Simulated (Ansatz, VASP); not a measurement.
One calculation of Mo, two programs

File INCAR:

```
SYSTEM = Mo
ALGO = Fast
EDIFF = 1E-6
ENCUT = 520
GGA = PS
ISIF = 2
ISMEAR = 0
LASPH = .TRUE.
LCHARG = .FALSE.
LREAL = .FALSE.
LWAVE = .FALSE.
NBANDS = 13
NELM = 100
PREC = Accurate
SIGMA = 0.15
```

Contents of KPOINTS:

```
k-points
0
G
  18 18 18
  0 0 0
```

File POSCAR:

```
Mo
1.0
    2.8175757091      0.0000000000      0.0000000000
   -1.4087878546      2.4400921412      0.0000000000
    0.0000000000      0.0000000000      2.5551807000
Mo
1
Direct
    0.0000000000      0.0000000000      0.5000000000
```

Input for Ansatz:

```yaml
crystal:
  lattice:
    - [2.8175757091, 0.0, 0.0]
    - [-1.4087878546, 2.4400921412, 0.0]
    - [0.0, 0.0, 2.5551807]
  atoms:
    - { symbol: Mo, position: [0.0, 0.0, 0.5] }
basis:
  ecutwfc: 420
kpoints:
  mp_grid: { grid: [18, 18, 18] }
hamiltonian:
  xc: pbesol
scf:
  occupations: { method: gaussian, width: 0.15 }
output:
  forces: true
  stress: true
  eigenvalues: true
```

Change from the starting cell: strain +0.030 along x and y, +0.000 along z, atoms carried along.

Alike in both runs: task single point; functional PBEsol; k mesh 18 × 18 × 18; occupations gaussian, width 0.15 eV; no spin polarisation.

```csv
,VASP,Ansatz
version,VASP 6.6.1,Ansatz 0.2.0
potentials or method,"VASP PAW PBE potentials, release 64 (Mo_sv)","scalar-relativistic, plane waves, PAW"
plane-wave cutoff (eV),520,420
valence electrons in the cell,14,14
```

|  | VASP | Ansatz | Ansatz less VASP |
| --- | --- | --- | --- |
| gap on the k mesh at the Fermi level (eV) | none | none | - |
| pressure (GPa) | -14.4 | -14.8 | -0.44 |
| largest component of the traceless stress (GPa) | 0.61 | 0.47 | -0.138 |

A gap of «none» marks a metal or a gap that the smearing closes.

Caveats: the PAW data sets were made with another functional, which shifts forces and pressure a little (VASP).
